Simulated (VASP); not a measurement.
Here is a VASP 6.6.1 calculation.

INCAR

```
SYSTEM = Ta
PREC     = Accurate       ! precision mode
ENCUT    = 600            ! plane-wave cutoff, eV
EDIFF    = 1E-7           ! SCF threshold, eV
ISMEAR   = 0              ! smearing method
SIGMA    = 0.1            ! smearing width, eV
LREAL    = .FALSE.        ! projectors in reciprocal space
LASPH    = .TRUE.         ! aspherical terms in the spheres
NELM     = 100            ! most SCF steps
ALGO     = Normal         ! electronic algorithm
ISIF     = 3              ! what is computed and relaxed
LWAVE    = .FALSE.        ! write WAVECAR
LCHARG   = .FALSE.        ! write CHGCAR
METAGGA  = R2SCAN         ! meta-GGA
LMIXTAU  = .TRUE.       
LUSE_VDW = .TRUE.       
IVDW_NL  = 2            
BPARAM   = 11.95        
CPARAM   = 0.0093       
IBRION   = 2              ! ionic algorithm
NSW      = 90             ! ionic steps
EDIFFG   = -0.005         ! ionic threshold
```

KPOINTS

```
Automatic mesh
0
G
  18 18 18
  0 0 0
```

File POSCAR:

```
Ta
1.0
    0.0000000000      2.0800838200      2.0800838200
    2.0800838200      0.0000000000      2.0800838200
    2.0800838200      2.0800838200      0.0000000000
Ta
1
Direct
    0.0000000000      0.0000000000      0.0000000000
```

Potentials or basis: VASP PAW PBE potentials, release 64 (Ta_pv).

The run is started by

```bash
$ cat potpaw_PBE.64/Ta_pv/POTCAR > POTCAR
$ mpirun -np 1 vasp_std > vasp.out
```

(1) Estimate the space group after relaxing (to 0.05 Å).

(2) Predict the relaxed volume.

(3) What does it give for the relaxed cell?

Answers

(1) Fm-3m (No. 225).

(2) 18.57 Å³/atom.

(3) a = 2.972 Å, b = 2.972 Å, c = 2.972 Å, α = 60.00°, β = 60.00°, γ = 60.00°.

Caveat: the PAW data sets were made with another functional, which shifts forces and pressure a little; pairwise dispersion overbinds metals, which lowers pressure and volume.
